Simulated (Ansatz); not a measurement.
# Tl: the cost of one run

Computed with Ansatz 0.2.0 (DFT r2SCAN, scalar-relativistic, plane waves, PAW, unless a step's input says otherwise).

## (1) The system as given

Symmetry: I4/mmm, No. 139, tetragonal system. The conventional cell has a = 3.450 Å, b = 3.450 Å, c = 5.249 Å, α = 90.00°, β = 90.00°, γ = 90.00°. Tl (site symmetry 4/mmm) has 12 Tl at 3.45 to 3.58 Å as nearest neighbours.

Coordinates:

```
CELL_PARAMETERS angstrom
-1.72511 1.72511 2.62451
1.72511 -1.72511 2.62451
1.72511 1.72511 -2.62451
ATOMIC_POSITIONS crystal
Tl 0.00000 0.00000 0.00000
```

This is candidate A: indium (bct) type (I4/mmm, No. 139).

(A quick probe on a coarse mesh, which set the mesh and smearing, is not shown.)

## (3) Relaxing cell and atoms (candidate A)

input.yaml

```yaml
crystal:
  lattice:
    - [-1.7251124952, 1.7251124952, 2.6245069996]
    - [1.7251124952, -1.7251124952, 2.6245069996]
    - [1.7251124952, 1.7251124952, -2.6245069996]
  atoms:
    - { symbol: Tl, position: [0.0, 0.0, 0.0] }
basis:
  ecutwfc: 500
kpoints:
  mp_grid: { grid: [22, 22, 22] }
hamiltonian:
  xc: r2scan
scf:
  occupations: { method: gaussian, width: 0.1 }
output:
  forces: true
  stress: true
  eigenvalues: true
relax:
  adjacent_minimum: "off"
  f_tol: 0.01
  max_steps: 80
  cell: { stress_tol: 0.05 }
```

What time and memory should one allow on 1 thread of an x86-64 CPU, shared host?

About 2 min, with a peak of 0.76 GiB.
